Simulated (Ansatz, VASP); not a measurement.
One calculation of LiF, two programs

```
Li F
1.0
     0.00000    2.00726    2.00726
     2.00726    0.00000    2.00726
     2.00726    2.00726    0.00000
Li F
1 1
Direct
  0.00000 0.00000 0.00000
  0.50000 0.50000 0.50000
```

Change from the starting cell: volume scaled by 0.99, PAW files.

Alike in both runs: task electric field gradients; functional LDA; k mesh 10 × 10 × 10; occupations fermi-dirac, width 0.03 eV; no spin polarisation.

|  | VASP | Ansatz |
| --- | --- | --- |
| version | VASP 6.6.1 | Ansatz 0.2.0 |
| potentials or method | VASP PAW LDA potentials, release 64 (Li_sv, F) | PAW with Ansatz's default frozen-core files, scalar-relativistic |
| plane-wave cutoff (eV) | 520 | 420 |
| valence electrons in the cell | 10 | 10 |

```csv
,VASP,Ansatz,Ansatz less VASP
gap on the k mesh at the Fermi level (eV),8.93,8.93,+0.003
Vzz of the field gradient on the site that differs most (V/Å²),0.0,0.0,0.00
```

 A k mesh can miss the band edges.
